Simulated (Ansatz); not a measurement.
Ti3Si: enthalpy against pressure

Ti3Si, P6_3/mmc, a = 5.629 Å, c = 4.504 Å. The structure is a Materials Project entry; whether it is the stable form wasn't checked. Ansatz: r2SCAN, PAW, 500 eV, Γ-centred 6×6×8 mesh on 8 atoms, Gaussian smearing 0.10 eV; no spin polarisation. Cell and atoms are relaxed at each pressure, and no other structure is tried, so the rows at high pressure may lie past a change of phase. y is the enthalpy over the state at zero pressure; there V0 = 15.446 Å³/atom. The pressures are the targets, met within 0.01 GPa.

```
P (GPa) y (eV/atom)
   -2.0            ?
    0.0       0.0000
    2.0       0.1915
    5.0       0.4740
   10.0       0.9337
   20.0       1.8165
```

Q: Fit y = c1 P + c2 P² + c3 P³ to the other rows, say what c1 and c2 mean, and predict the missing value.

A: Least squares on the rows shown. y = 0.096358 P − 0.00032118 P² + 2.2263×10⁻⁶ P³. Since dH/dP = V, c1 is V0: 0.096358 eV/GPa × 160.2 = 15.437 Å³ against 15.446; c2 = −V0/(2B0) gives B0 = 150 GPa, where a Birch–Murnaghan fit to the volumes of the same runs (not shown) gives 143 GPa: a cubic over this range folds the higher terms into c2. At P = -2.0 the fit asked for gives -0.1940 eV/atom. The run gave -0.1942 eV/atom, so the fit is 0.0002 eV/atom too high, a small miss on the scale of the series.